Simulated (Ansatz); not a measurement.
**TaN, one cell by several methods**

```
Ta N
1.0
     0.00000    2.17900    2.17900
     2.17900    0.00000    2.17900
     2.17900    2.17900    0.00000
Ta N
1 1
Direct
  0.50000 0.50000 0.50000
  0.00000 0.00000 0.00000
```

Atom numbers follow the list: Ta1, N2.

The cell comes from COD entry 2310957, which wasn't checked; take it as a given geometry.

Spin–orbit coupling is left out, though it moves levels of the heavy atoms by tenths of an eV or more.

Methods: DFT, PBE, PAW with Ansatz's default frozen-core files, scalar-relativistic (Ansatz 0.2.0); DFT, PBE, all-electron PAW with datasets made for the crystal, scalar-relativistic (Ansatz 0.2.0); DFT, PBE, all-electron LAPW, scalar-relativistic (Ansatz 0.2.0).

For PAW: a Γ-centred 9×9×9 k mesh, Fermi–Dirac smearing of 0.02 eV, cutoff 420 eV, no spin polarisation. The crystal-made all-electron datasets (AE datasets) take a cutoff of 480 eV at this cell. LAPW targets a basis error of 0.5 meV/atom. The Ansatz runs share mesh, smearing and spin set-up. Plane-wave (PAW) pressures include the program's estimate of the Pulay term.

Stress and pressure are positive in compression.

Levels count from the Fermi level.

```tsv
quantity	PAW	AE datasets	LAPW
pressure (GPa)	14.46	14.51	14.51
highest filled level at X (eV)	-4.615	-4.601	-4.601
lowest empty level at X (eV)	2.317	2.311	2.311
highest filled level at L (eV)	-7.697	-7.691	-7.691
lowest empty level at L (eV)	2.085	2.087	2.087
highest filled level at K (eV)	-2.206	-2.203	-2.203
lowest empty level at K (eV)	2.651	2.650	2.650
```
